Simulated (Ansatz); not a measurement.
# Ge: how the free axis answers a strain

Ge, P6_3/mmc, a = 4.058 Å, c = 6.693 Å. This isn't the element's structure at ambient conditions. Ansatz: PBE, PAW, 420 eV, Γ-centred 12×12×8 mesh on 4 atoms, Gaussian smearing 0.10 eV; no spin polarisation. Series: biaxial strain in the a-b plane, c and atoms relaxed; x is the strain in per cent. y is the change of c in per cent of 6.693 Å.

| x (%) | y (%) |
| --- | --- |
| -4.5 | 1.49 |
| -3.0 | 0.92 |
| -1.5 | 0.43 |
| 0.0 | 0.00 |
| 1.5 | ? |
| 3.0 | -0.67 |
| 4.5 | -1.03 |

Q: Fit y = c1 x + c2 x² to the other rows, say what c1 measures, and predict the missing y.

A: Least squares on the rows shown. y = −0.2751 x + 0.01175 x². With no stress along c, c1 = −2C13/C33 = -0.275. With a term in x³ added, the coefficient of x becomes -0.2567, 7 % less, which shows how far this figure hangs on the form. At x = 1.5 the fit asked for gives -0.39 %. The run gave -0.36 %, so the fit is 0.03 % too low, within twice the rms miss on the fitted rows (0.03 %).